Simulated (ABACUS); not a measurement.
Crystal: Ni.

```
CELL_PARAMETERS angstrom
-1.38372 1.38372 1.38372
1.38372 -1.38372 1.38372
1.38372 1.38372 -1.38372
ATOMIC_POSITIONS crystal
Ni 0.00000 0.00000 0.00000
```

This isn't the form of Ni at room conditions, which is fcc.

- Program: ABACUS 3.10.1
- Task: single point
- Functional: PBE
- Potentials or basis: PseudoDojo NC SR 0.4.1 PBE standard
- Cutoff: 1333 eV
- Density cutoff: 5333 eV
- Basis: plane waves
- k mesh: 13 × 13 × 13
- Occupations: fermi-dirac, width 0.05 eV
- Spin: collinear spin, ferromagnetic start
- Starting moments: [1.0] μB

On this cell: pressure 7.9 GPa; net moment 0.60 μB per cell; band gap on the k mesh none (metal or under the smearing width).

The same run follows on a disturbed copy (cell strained at random at fixed volume):

```
CELL_PARAMETERS angstrom
-1.38853 1.36313 1.43177
1.33108 -1.36244 1.37363
1.41530 1.38921 -1.43108
ATOMIC_POSITIONS crystal
Ni 0.97925 0.97687 0.98052
```

Question: What does the disturbed cell give?

Answer: The energy (extrapolated to zero smearing) moves by +10.6 meV/atom; pressure 8.4 GPa; net moment 0.60 μB per cell; band gap on the k mesh none (metal or under the smearing width).

Stress tensor (GPa, compression positive):
```
 7.41 -3.11  7.10
-3.11  8.18 -0.44
 7.10 -0.44  9.63
```
